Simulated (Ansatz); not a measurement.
# Nb (sc type): how the settings move a single-point run

Aim: see which settings change the result for Nb (sc type), by how much, and at what cost.

Computed with Ansatz 0.2.0 (reference: DFT, LDA, all-electron LAPW, scalar-relativistic, unless a step's input says otherwise).

**1. The system as given**

It takes space group Pm-3m (No. 221, cubic). The conventional cell has a = 2.470 Å, b = 2.470 Å, c = 2.470 Å, α = 90.00°, β = 90.00°, γ = 90.00°. Nb (site symmetry m-3m) is surrounded by 6 Nb at 2.47 Å.

Coordinates:

```
CELL_PARAMETERS angstrom
2.46954 0.00000 0.00000
0.00000 2.46954 0.00000
0.00000 0.00000 2.46954
ATOMIC_POSITIONS crystal
Nb 0.00000 0.00000 0.00000
```

**2. The reference run**

The input, input.yaml:

```yaml
crystal:
  lattice:
    - [2.4695437803, 0.0, 0.0]
    - [0.0, 2.4695437803, 0.0]
    - [0.0, 0.0, 2.4695437803]
  atoms:
    - { symbol: Nb, position: [0.0, 0.0, 0.0] }
kpoints:
  mp_grid: { grid: [14, 14, 14] }
scf:
  occupations: { method: fermi_dirac, width: 0.05 }
hamiltonian:
  xc: lda
  pseudopotentials: { kind: all_electron, lapw: { basis_error: 0.001 } }
output:
  forces: true
  stress: true
  eigenvalues: true
  populations: true
```

Run with:

```console
$ ansatz run input.yaml --threads 1 --pin off --max-ram 2048MiB --backend cpu --events-out ev --progress --plain --runs-dir out
```

Excerpt of the output:

```text
[...]
Basis set: ecut = 295.94549236324394 eV, 171 PW (Γ), exchange–correlation at level 2
[...]
k-points: 120 of 2744
[...]
SCF iter   1: F=—  HF=-103834.832805 eV  |F-HF|=—  |Δ(HF+E_count)|=         —  Δρ=4.03e-2  dr2=1.52e-1  ethr=4.88e-4  ⟨swp⟩=2.6  Hψ=15610  notcnv=0
preconditioner: auto → none  [metal: Δε(μ)=0.109 eV  Ē_g=9.085 eV  σ=0.050 eV  W_gap=0.43  n_scr=6 (ndim 8)  ℏωp=21.4 eV  f_vac=0.000  D(μ)=0.74/eV (n_scr^D=6)  sad-step TF]
SCF iter   2: F=—  HF=-103834.658190 eV  |F-HF|=—  |Δ(HF+E_count)|=   1.75e-1  Δρ=2.11e-2  dr2=4.09e-2  ethr=4.88e-4  ⟨swp⟩=2.0  Hψ=7444  notcnv=0
[...]
SCF iter   5: F=—  HF=-103834.642242 eV  |F-HF|=—  |Δ(HF+E_count)|=   2.61e-5  Δρ=4.66e-5  dr2=1.56e-7  ethr=5.62e-8  ⟨swp⟩=2.2  Hψ=6959  notcnv=0
SCF iter   6: F=-103834.642242 eV  HF=-103834.642242 eV  |F-HF|=1.16e-10  |Δ(HF+E_count)|=   2.91e-9  Δρ=1.88e-6  dr2=2.24e-10  ethr=5.03e-10  ⟨swp⟩=2.6  Hψ=7047  notcnv=0
[...]
SCF converged after 6 iterations
Free energy (F): -103834.642242 eV
[...]
E sigma→0 (E₀):  -103834.638562 eV
[...]
Fermi energy:    24.403350 eV
[...]
  P = ⅓ Tr σ = 52.3415 GPa (523.415 kbar)
[...]
```

It took 19 s on 1 thread of Arm Neoverse N1, shared host; peak memory 0.33 GiB.

**3. Changing settings: mp_grid.shift [0.5, 0.5, 0.5]**

input.yaml, as its differences from that of step 2:

```diff
@@ -8,3 +8,3 @@
 kpoints:
-  mp_grid: { grid: [14, 14, 14] }
+  mp_grid: { grid: [14, 14, 14], shift: [0.5, 0.5, 0.5] }
 scf:
```

Run with:

```console
$ ansatz run input.yaml --threads 1 --pin off --max-ram 2048MiB --backend cpu --events-out ev --progress --plain --runs-dir out
```

Standard output, shortened:

```text
Nb: projections on atomic orbitals take those of the free atom 1s2 2s2 2p6 3s2 3p6 3d10 4s2 4p6 4d4 5s1, of charge +0.00 (hamiltonian.pseudopotentials.projection_atoms)
LAPW: plane waves up to 8.813 Å⁻¹, error target 1.0e-3 eV per atom; small_component_spin mean_spin; Nb in spheres of 1.235 Å, 31 of its electrons in bands, Dirac shells []
[...]
Pseudopotentials: kind: all_electron
Pseudopotential: Nb, LAPW, valence charge 31, Koelling and Harmon's equation, gaussian nucleus
Functional definition: SPW92
[...]
Crystal: 1 atoms, lattice volume = 15.061 Å³
Basis set: ecut = 295.94549236324394 eV, 171 PW (Γ), exchange–correlation at level 2
Bands: 20, of which v1, the nominal top of the filled ones, is band 16 counted from 1 (15 counted from 0)
Symmetry: 48 space group operations
Space group: Pm-3m (ITA 221), of the structure as read, at distance tolerance 2.5e-5 Å
k-points: 84 of 2744
[...]
SCF iter   1: F=—  HF=-103834.814832 eV  |F-HF|=—  |Δ(HF+E_count)|=         —  Δρ=4.01e-2  dr2=1.42e-1  ethr=4.58e-4  ⟨swp⟩=2.7  Hψ=10967  notcnv=0
[...]
the basis was enlarged: its passes take 354.3 KiB over the memory plan, 1 of 1 planned eigensolver slots
[...]
SCF iter   6: F=-103834.630046 eV  HF=-103834.630046 eV  |F-HF|=1.73e-9  |Δ(HF+E_count)|=   1.19e-8  Δρ=2.82e-6  dr2=8.31e-10  ethr=5.53e-10  ⟨swp⟩=2.9  Hψ=4964  notcnv=0
[...]
SCF converged after 6 iterations
Free energy (F): -103834.630046 eV
[...]
E sigma→0 (E₀):  -103834.625615 eV
Entropy (-TS):   -0.008863 eV (-8.863 meV/atom)
Fermi energy:    24.219425 eV
[...]
--- Forces (eV/Å), atoms counted from 1 ---
  atom   1  Nb     0.00000000     0.00000000    -0.00000000
[...]
--- Stress (GPa, compression-positive) ---
       53.031577       0.000000       0.000000
        0.000000      53.031577       0.000000
        0.000000       0.000000      53.031577
  P = ⅓ Tr σ = 53.0316 GPa (530.316 kbar)
--- Band table (eV; the first three rows and the last of 84) ---
  k-point 0: bands = ["-408.5171", "-317.1359", "-317.1359", "-317.1359", "-167.3855", "-167.3855", "-167.3855", "-167.3555", "-167.3555", "-30.4449", "-4.8960", "-4.8881", "-4.8881", "18.3650", "20.2275", "20.2275", "31.0773", "31.1529", "31.1529", "41.3991"]
[...]
--- Löwdin populations: 1 site ---
  site symbol       q [e]
     0     Nb     40.9707
  spilling = 0.000715 (of n_electrons = 41.000000)
```

It took 13 s on 1 thread of Arm Neoverse N1, shared host; peak memory 0.3 GiB.

Changing the k-point mesh moves the energy by +12.2 meV/atom, and the pressure goes from 52.3 to 53.0 GPa. Sampling errors of the energy have no fixed sign.

**4. Comparison**

| run | ending | energy change | pressure (GPa) | gap (eV) | force (eV/Å) | cycles | time |
| --- | --- | --- | --- | --- | --- | --- | --- |
| reference | converged | 0 | 52.3 | 0.00 | 0.00 | 6 | 19 s |
| 1: mp_grid.shift [0.5, 0.5, 0.5] | converged | +12.2 meV/atom | 53.0 | 0.00 | 0.00 | 6 | 13 s |

Residual by cycle in the longest SCF loop of each run; runs are numbered as in the table. The quantity is the density residual dr2, in eV.

| cycle | reference | run 1 |
| --- | --- | --- |
| 1 | 0.152 | 0.142 |
| 2 | 0.0409 | 0.0392 |
| 3 | 0.0034 | 0.00339 |
| 4 | 1.7e-5 | 1.6e-5 |
| 5 | 1.6e-7 | 1.7e-7 |
| 6 | 2.2e-10 | 8.3e-10 |

Changing the k-point mesh moves the energy by +12.2 meV/atom, and the pressure goes from 52.3 to 53.0 GPa. The energy is not variational in the mesh, so the sign tells nothing. The structure is not at rest: the sound run finds 52 GPa, so these are no properties of the relaxed crystal. 
